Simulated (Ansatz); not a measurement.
# CuO (Tenorite) (C2/c) in Ansatz: further runs, part 2 of 2

Ansatz 0.2.0.

## (5) Relaxation of cell and atoms, BLYP+D4

input.yaml reads:

```yaml
crystal:
  lattice:
    - [2.34185, -1.7113, 0.0]
    - [2.34185, 1.7113, 0.0]
    - [-0.8500274268, 0.0, 5.0578693947]
  atoms:
    - { symbol: Cu, position: [0.5, 0.0, 0.5] }
    - { symbol: Cu, position: [0.0, 0.5, 0.0] }
    - { symbol: O, position: [0.4184, 0.5816, 0.75] }
    - { symbol: O, position: [0.5816, 0.4184, 0.25] }
hamiltonian:
  xc: blyp
  pseudopotentials: { kind: paw }
  dispersion: d4
kpoints:
  mp_grid: { grid: [10, 10, 5] }
scf:
  occupations: { method: fermi_dirac, width: 0.05 }
output:
  forces: true
  stress: true
relax:
  f_tol: 0.01
  max_steps: 40
  cell: { stress_tol: 0.05 }
```

The run is started by

```console
$ ansatz run input.yaml --threads 2 --pin off --max-ram 5632MiB --backend cpu --events-out ev --progress --plain --runs-dir out
```

Wall time 4.2 min (2 threads of Intel Xeon at 2.50GHz (Skylake/Cascade Lake), shared host); peak memory 0.46 GiB.

It converged, with:

* Free energy: -14407.0828 eV
* Relaxed volume: 11.02 Å³/atom
* Relaxed cell: a = 2.919 Å, b = 2.919 Å, c = 5.175 Å, α = 90.01°, β = 90.01°, γ = 89.69°
* Space group after relaxing (to 0.05 Å): P4_2/mmc (No. 131)
* Energy gained by relaxing: 37.3 meV/atom
* Ionic steps: 22
* Pressure after relaxing: 0.0 GPa

Step by step:
```csv
step,energy change (eV),largest force (eV/Å),volume (Å³)
1,0.0000,0.2245,40.54
2,-0.0244,0.2168,41.45
3,-0.0514,0.0711,42.89
4,-0.0619,0.0380,42.98
5,-0.0670,0.0052,43.00
6,-0.0673,0.0005,42.96
7,-0.0672,0.0000,42.97
8,-0.1067,0.0010,42.97
9,-0.1225,0.0054,43.58
10,-0.1263,0.0014,43.87
11,-0.1266,0.0005,43.84
12,-0.1408,0.0015,43.84
13,-0.1448,0.0174,43.97
14,-0.1447,0.0057,44.08
15,-0.1449,0.0000,44.03
16,-0.1449,0.0001,44.04
17,-0.1478,0.0004,44.04
18,-0.1484,0.0003,44.07
19,-0.1484,0.0001,44.08
20,-0.1488,0.0001,44.08
21,-0.1489,0.0002,44.09
22,-0.1490,0.0002,44.09
```

Final structure:
```yaml
crystal:
  lattice:
    - [2.06324, -2.05816, 0.16047]
    - [2.06324, 2.05816, 0.16047]
    - [-0.40232, 0.00000, 5.15951]
  atoms:
    - { symbol: Cu, position: [0.50000, 0.00000, 0.50000] }
    - { symbol: Cu, position: [0.00000, 0.50000, 0.00000] }
    - { symbol: O, position: [0.49994, 0.50006, 0.75000] }
    - { symbol: O, position: [0.50006, 0.49994, 0.25000] }
```

Caveat: the plane-wave basis is chosen anew once the cell has moved, so the energies of steps on either side of that aren't comparable; the pressure holds a Pulay correction of +0.8 GPa for the finite cutoff; the run has no spin polarisation, though such a crystal can be magnetic; the PAW data sets come from PBE, with cores solved anew for the run's functional, which leaves a small shift of forces and pressure. Zero-point motion and thermal expansion aren't in these numbers.

## (6) Single point, PBE

Edit input.yaml of step 5 so:

```diff
@@ -11,5 +11,4 @@
 hamiltonian:
-  xc: blyp
+  xc: pbe
   pseudopotentials: { kind: paw }
-  dispersion: d4
 kpoints:
@@ -17,3 +16,3 @@
 scf:
-  occupations: { method: fermi_dirac, width: 0.05 }
+  occupations: { method: gaussian, width: 0.029 }
 output:
@@ -21,5 +20,2 @@
   stress: true
-relax:
-  f_tol: 0.01
-  max_steps: 40
-  cell: { stress_tol: 0.05 }
+  eigenvalues: true
```

Potentials or basis: Ansatz PAW.

The run is started by

```console
$ ansatz run input.yaml --threads 2 --pin off --max-ram 5632MiB --backend cpu --events-out ev --progress --plain --runs-dir out
```

What it wrote:

```text
Warning: RAYON_NUM_THREADS=2 ignored (pool sized by the plan → 2); use --threads N
Engine: ansatz 0.2.0, x86_64-unknown-linux-gnu
Pseudopotentials: kind: paw
Pseudopotential: Cu, paw, valence charge 19, recommended cutoff 420 eV (normal), Cu.paw.azcp
Pseudopotential: O, paw, valence charge 6, recommended cutoff 420 eV (normal), O.paw.azcp
Functional definition: PBE
  parameter kappa = 0.804
  parameter beta = 0.06672455060314922
  exchange = pbe_x(kappa = kappa, mu = beta*pi^2/3)
  correlation = pbe_c(beta = beta)
Crystal: 4 atoms, lattice volume = 40.540 Å³
Basis set: ecut = 420 eV, 787 PW (Γ), exchange–correlation on 40×40×72 points (8 copies of the dense FFT grid, shifted against one another)
Bands: 30, of which v1, the nominal top of the filled ones, is band 25 counted from 1 (24 counted from 0)
Symmetry: 4 space group operations
Space group: C2/c (ITA 15), of the structure as read, at distance tolerance 3.4e-5 Å
k-points: 141 of 500
Non-local potential: Cu, projectors of the file, l = 0: 3, l = 1: 2, l = 2: 3, l = 3: 1
Non-local potential: O, projectors of the file, l = 0: 2, l = 1: 2, l = 2: 1
PAW form: soft (Blöchl's): semilocal exchange-correlation on the pseudo side does not see the compensation charge
PAW one-centre angular grid: Cu, 590 points (default); XC on 64 Gauss nodes
PAW one-centre angular grid: O, 110 points (default); XC on 64 Gauss nodes
Initial density: superposition of atomic densities (neutral atoms: chi_scale 0, normalization atom), corrected by the library's trained network
Initial wavefunctions: pseudopotential atomic-orbital guess
Functional: x = pbe(κ = 0.804, μ = 0.2195149727645171), c = pbe(β = 0.06672455060314922)
SCF iter   1: F=—  HF=-14382.351006 eV  |F-HF|=—  |Δ(HF+E_count)|=         —  Δρ=5.15e-3  dr2=2.63e-3  ethr=1.77e-3  ⟨swp⟩=5.7  Hψ=14956  notcnv=0
preconditioner: auto → Kerker (q_TF=auto, 2.825 Å⁻¹)  [metal: Δε(μ)=0.008 eV  Ē_g=11.246 eV  σ=0.029 eV  W_gap=0.15  n_scr=20 (ndim 8)  ℏωp=34.0 eV  f_vac=0.000  D(μ)=2.27/eV (n_scr^D=22)]
SCF iter   2: F=—  HF=-14382.350397 eV  |F-HF|=—  |Δ(HF+E_count)|=   6.09e-4  Δρ=2.52e-3  dr2=7.79e-4  ethr=5.26e-6  ⟨swp⟩=2.0  Hψ=7933  notcnv=0  defer=12
SCF iter   3: F=—  HF=-14382.350218 eV  |F-HF|=—  |Δ(HF+E_count)|=   1.78e-4  Δρ=3.89e-4  dr2=4.74e-5  ethr=1.56e-6  ⟨swp⟩=2.9  Hψ=6426  notcnv=0  defer=12
SCF iter   4: F=—  HF=-14382.350235 eV  |F-HF|=—  |Δ(HF+E_count)|=   1.70e-5  Δρ=1.42e-4  dr2=6.87e-6  ethr=9.48e-8  ⟨swp⟩=2.1  Hψ=6532  notcnv=0  defer=12
SCF iter   5: F=—  HF=-14382.350236 eV  |F-HF|=—  |Δ(HF+E_count)|=   1.03e-6  Δρ=7.03e-5  dr2=1.17e-6  ethr=1.37e-8  ⟨swp⟩=2.5  Hψ=6595  notcnv=0  defer=12
SCF iter   6: F=—  HF=-14382.350236 eV  |F-HF|=—  |Δ(HF+E_count)|=   4.25e-8  Δρ=3.63e-5  dr2=3.63e-7  ethr=2.34e-9  ⟨swp⟩=2.0  Hψ=7485  notcnv=0  defer=12
SCF iter   7: F=-14382.350236 eV  HF=-14382.350236 eV  |F-HF|=1.11e-8  |Δ(HF+E_count)|=   7.39e-8  Δρ=8.52e-6  dr2=2.74e-8  ethr=2.00e-10  ⟨swp⟩=5.2  Hψ=17037  notcnv=0
SCF 1 converged in 7 iterations: F = -14382.350236 eV  dr2 = 2.74e-8
SCF converged after 7 iterations
Free energy (F): -14382.350236 eV
Harris-Foulkes:  -14382.350236 eV  (|F-HF|=1.11e-8)
Internal energy: -14382.349160 eV  (E = F + TS)
E sigma→0 (E₀):  -14382.349698 eV
Entropy (-TS):   -0.001076 eV (-0.269 meV/atom)
Fermi energy:    12.248444 eV
--- Per-component energies (eV) ---
  E_band       = -854.286641
  E_kinetic    = 943.174710
  E_local      = -9663.217618  (includes V_loc(G=0)·N_el)
  E_nonlocal   = 879.141381
  E_hartree    = 4186.599246
  E_xc         = -323.943668
  E_vxc        = -415.866607  (∫ρ·V_xc dr)
  E_paw        = -3639.780846  (= ΣΔE_a)
  E_vpaw       = -970.708316  (= ΣTr[D̂ρ^β])
  E_aug_tail   = 0.005569  (compensation charges beyond the density's cutoff)
  E_ewald      = -6764.327933
  E_smearing   = -0.001076  (= −TS)
  E_closure    = -0.000000  (closes the sum)
  Σ components = -14382.350236   (vs F -14382.350236, Δ=0.00e0)
--- Forces (eV/Å), atoms counted from 1 ---
  atom   1  Cu     0.00000000    -0.00000000     0.00000000
  atom   2  Cu     0.00000000     0.00000000    -0.00000000
  atom   3  O      0.00000000    -0.26142317    -0.00000000
  atom   4  O      0.00000000     0.26142317     0.00000000
  max |Σ_I F_I| component: 9.47e-30 eV/Å
--- Stress (GPa, compression-positive) ---
        5.454515      -0.000000      -1.272278
       -0.000000       6.910893       0.000000
       -1.272281       0.000000       4.697643
  P = ⅓ Tr σ = 5.6877 GPa (56.877 kbar)
--- Band table (eV; the first three rows and the last of 141) ---
  k-point 0: bands = ["-100.3352", "-100.3346", "-57.8700", "-57.8697", "-57.8381", "-57.8295", "-57.4241", "-57.4235", "-7.7321", "-6.3954", "4.0444", "6.6589", "7.0572", "8.9309", "9.1072", "9.1149", "9.1798", "9.2717", "9.5456", "9.6353", "9.8693", "10.0360", "10.0953", "10.5896", "12.4589", "13.1958", "13.9431", "18.2476", "20.3783", "25.5750"]
  k-point 1: bands = ["-100.3352", "-100.3347", "-57.8699", "-57.8697", "-57.8373", "-57.8304", "-57.4240", "-57.4236", "-7.6243", "-6.5489", "4.4248", "6.7401", "7.0871", "8.3179", "8.5874", "8.6477", "9.2916", "9.4773", "9.7343", "9.7490", "9.9677", "10.1565", "10.3384", "10.4847", "12.4273", "13.0402", "14.4764", "17.6934", "21.2135", "25.6164"]
  k-point 2: bands = ["-100.3350", "-100.3348", "-57.8698", "-57.8698", "-57.8352", "-57.8325", "-57.4239", "-57.4237", "-7.3261", "-6.9189", "5.4519", "6.8417", "6.9460", "7.1361", "8.2110", "8.2703", "9.4502", "9.5435", "9.8129", "9.8807", "9.9390", "10.1522", "10.6086", "10.7213", "12.3981", "12.6699", "15.5810", "16.7066", "22.9210", "24.8661"]
  k-point 140: bands = ["-100.3336", "-100.3335", "-57.8831", "-57.8819", "-57.8343", "-57.8324", "-57.4326", "-57.4317", "-6.3280", "-6.2171", "5.3731", "5.8829", "6.5761", "6.6608", "7.0366", "7.4255", "9.4065", "9.6975", "9.9888", "10.0085", "10.5132", "10.5246", "10.9112", "11.0054", "11.5647", "12.2135", "16.8653", "18.0358", "20.8826", "21.5766"]
```

It took 9.5 s on 2 threads of Intel Xeon at 2.50GHz (Skylake/Cascade Lake), shared host; peak memory 0.43 GiB.

What came out:

```yaml
Free_energy: -14382.3502 eV
Pressure: 5.7 GPa
Largest_force: 0.261 eV/Å
Band_gap_on_the_k_mesh: none (metal or under the smearing width)
```

Forces on the atoms (eV/Å):
```
Cu   0.000  0.000  0.000
Cu   0.000  0.000  0.000
O    0.000 -0.261  0.000
O    0.000  0.261  0.000
```

Caveat: the pressure holds a Pulay correction of +0.7 GPa for the finite cutoff; the run has no spin polarisation, though such a crystal can be magnetic; semilocal functionals often make such compounds metallic where correlation or magnetic order opens a gap, which also shifts bond lengths. With open d or f shells a metallic result of PBE can be an artefact of self-interaction; +U or a hybrid may open a gap.

## (7) Overview

| task | level | cell | smearing | gap on the mesh (eV) | pressure (GPa) | relaxed volume (Å³/atom) |
| --- | --- | --- | --- | --- | --- | --- |
| relaxation of cell and atoms | PBEsol | relaxed | fermi-dirac 0.05 eV | - | 0.0 | 10.67 |
| relaxation of cell and atoms | RPBE | relaxed | fermi-dirac 0.05 eV | none | 0.0 | 11.61 |
| relaxation of cell and atoms | BLYP+D3(BJ) | relaxed | fermi-dirac 0.05 eV | - | 0.0 | 10.98 |
| relaxation of cell and atoms | BLYP+D4 | relaxed | fermi-dirac 0.05 eV | - | 0.0 | 11.02 |
| single point | PBE | as given | gaussian 0.029 eV | none | 5.7 | - |

Alike in all rows: potentials or basis Ansatz PAW; no spin polarisation; k mesh 10 × 10 × 5; cutoff (eV) 420.

Caveats: the run has no spin polarisation, though such a crystal can be magnetic; the plane-wave basis is chosen anew once the cell has moved, so the energies of steps on either side of that aren't comparable (some runs); the PAW data sets come from PBE, with cores solved anew for the run's functional, which leaves a small shift of forces and pressure (some runs); semilocal functionals often make such compounds metallic where correlation or magnetic order opens a gap, which also shifts bond lengths (some runs); the volume moved by +15 % from the deposited cell, more than functionals usually miss (some runs).

Total energies depend on the potentials used, so only differences within one code and one set of settings carry meaning.
